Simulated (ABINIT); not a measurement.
Write the native input for ABINIT 10.8.3 (patched build) that does the following.

- Task: band structure
- Functional: WC
- Potentials or basis: JTH PAW PBE v2.0
- Cutoff: 680 eV
- k mesh: 10 × 10 × 10
- Occupations: fermi-dirac, width 0.05 eV
- Spin: spin-orbit coupling, no magnetisation
- Fine-grid cutoff: 1278.94 eV
- Exchange and correlation inside the PAW spheres: full angular mesh (pawxcdev 0, this build's default; the released program takes 1)

The system is HfN.

```
Hf N
1.0
     0.00000    2.25600    2.25600
     2.25600    0.00000    2.25600
     2.25600    2.25600    0.00000
Hf N
1 1
Direct
  0.00000 0.00000 0.00000
  0.50000 0.50000 0.50000
```

The input as run:

run.abi

```
# Datasets: ground state, then fixed potential
ndtset 2

# Pseudopotentials
pp_dirpath "./"
pseudos "Hf.GGA_PBE-JTH.xml, N.GGA_PBE-JTH.xml"

# Structure
acell 3.1904657967 3.1904657967 3.1904657967 Angstrom
rprim
     0.0000000000     0.7071067812     0.7071067812
     0.7071067812     0.0000000000     0.7071067812
     0.7071067812     0.7071067812     0.0000000000
ntypat 2
znucl 72 7
natom 2
typat 1 2
xcart
     0.0000000000     0.0000000000     0.0000000000
     2.2560000000     2.2560000000     2.2560000000 Angstrom

# Plane-wave basis
ecut 25.0
pawecutdg 47.0

# Exchange and correlation
ixc 23

# Bands and occupations
occopt 3
tsmear 0.00183747

# Spin
nspinor 2
nspden 1
pawspnorb 1

# SCF cycle
nstep 100

# Output
iomode 3
prtwf 0
prteig 0
prtebands 0
prtden1 1
prtvha1 1
prtvclmb1 1
prtpot1 1

# Dataset 1
kptopt1 4
ngkpt1 10 10 10
nshiftk1 1
shiftk1 0.0 0.0 0.0
nband1 26
tolvrs1 1.0e-9

# Dataset 2: bands along G-X-W-K-G-L-U-W-L-K
iscf2 -2
getden2 1
nband2 34
nbdbuf2 2
tolwfr2 1.0e-12
kptopt2 -9
ndivsm2 8
prteig2 1
prtvol2 -3
kptbounds2
     0.0000000000     0.0000000000     0.0000000000
     0.5000000000     0.0000000000     0.5000000000
     0.5000000000     0.2500000000     0.7500000000
     0.3750000000     0.3750000000     0.7500000000
     0.0000000000     0.0000000000     0.0000000000
     0.5000000000     0.5000000000     0.5000000000
     0.6250000000     0.2500000000     0.6250000000
     0.5000000000     0.2500000000     0.7500000000
     0.5000000000     0.5000000000     0.5000000000
     0.3750000000     0.3750000000     0.7500000000
```

Potentials or basis: JTH PAW PBE v2.0.

The run is started by

```bash
$ abinit run.abi > log 2>&1
```

It gave:

```
Band gap on the k mesh                                : none (metal or under the smearing width)
Valence electrons inside the program's atomic spheres : Hf 9.70; N 2.57
```

Wall time 5.6 min on 1 thread of AMD EPYC 7B13 (Zen 3), with other jobs on the host, peak memory 0.24 GiB.
